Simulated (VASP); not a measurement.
The system is MgS.

```
S Mg
1.0
     4.03462    0.00000    0.00000
    -2.01731    3.49409    0.00000
     0.00000    0.00000    6.43229
S Mg
2 2
Cartesian
  2.0173 1.1647 5.6556
  0.0000 2.3294 2.4394
  0.0000 2.3294 6.4050
  2.0173 1.1647 3.1888
```

The cell comes from a database or a generator and needn't be the stable form of this composition.

* Program: VASP 6.6.1
* Task: relaxation of cell and atoms
* Functional: revPBE
* Potentials or basis: VASP PAW PBE potentials, release 64 (S, Mg)
* Cutoff: 600 eV
* k mesh: 6 × 6 × 3
* Occupations: fermi-dirac, width 0.05 eV
* Spin: no spin polarisation

At the start: pressure 2.2 GPa; volume 22.67 Å³/atom.

**Question.** Where does the relaxation end?

**Answer.** Over 5 steps the energy falls by 6.1 meV/atom and the volume is 23.59 Å³/atom (+4.0 %); space group P6_3mc (No. 186, to 0.05 Å).

The path:
```
step  energy change (eV)  largest force (eV/Å)  pressure (GPa)  volume (Å³)
   1              0.0000                0.0454            2.23        90.68
   2             -0.0237                0.0185           -0.33        94.87
   3             -0.0243                0.0217            0.00        94.26
   4             -0.0243                0.0213           -0.04        94.34
   5             -0.0244                0.0177           -0.04        94.34
```

Final structure:
```
S Mg
1.0
     4.08943    0.00000    0.00000
    -2.04472    3.54155    0.00000
     0.00000    0.00000    6.51396
S Mg
2 2
Direct
  0.66667 0.33333 0.87879
  0.33333 0.66667 0.37879
  0.33333 0.66667 0.99621
  0.66667 0.33333 0.49621
```

Caveat: the PAW data sets were made with another functional, which shifts forces and pressure a little.
